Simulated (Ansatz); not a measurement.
# SnO2: Electrostatic potentials at the O nuclei

Cell: a Materials Project structure (computed, not necessarily an observed phase), taken as it stands.

Space group I4/m (No. 87); a = 10.7466, c = 3.2325 Å.

| site | Wyckoff | site symmetry | x | y | z |
| --- | --- | --- | --- | --- | --- |
| Sn | 8h | m.. | 0.1689 | 0.3511 | 0.0000 |
| O5 | 8h | m.. | 0.9570 | 0.6610 | 0.5000 |
| O9 | 8h | m.. | 0.7944 | 0.8451 | 0.0000 |

One atom of each set is listed; the run and its k-mesh use a cell of 12 atoms with edges of 7.77, 7.77, 7.77 Å.

All values are calculated (Ansatz; DFT, PBE, plane waves and PAW, scalar-relativistic, 420 eV cutoff, Γ-centred 8×8×8 k-points, Fermi–Dirac smearing 0.02 eV), not measured.

The potential at a nucleus is that of all electrons and the other nuclei. A higher potential binds the core electrons more strongly, so differences between sites of one element are the initial-state part of core-level shifts.

**Question.** Rank the O sites by the potential at the nucleus, lowest first, and give each against the lowest.
A. O9: 3 Sn at 2.11–2.14 Å
B. O5: 3 Sn at 2.06–2.11 Å

**Answer.** A (0.00 V), B (0.34 V).

The largest force is 0.3 eV/Å, so the atoms aren't at the calculated equilibrium and relaxing them would move these values.
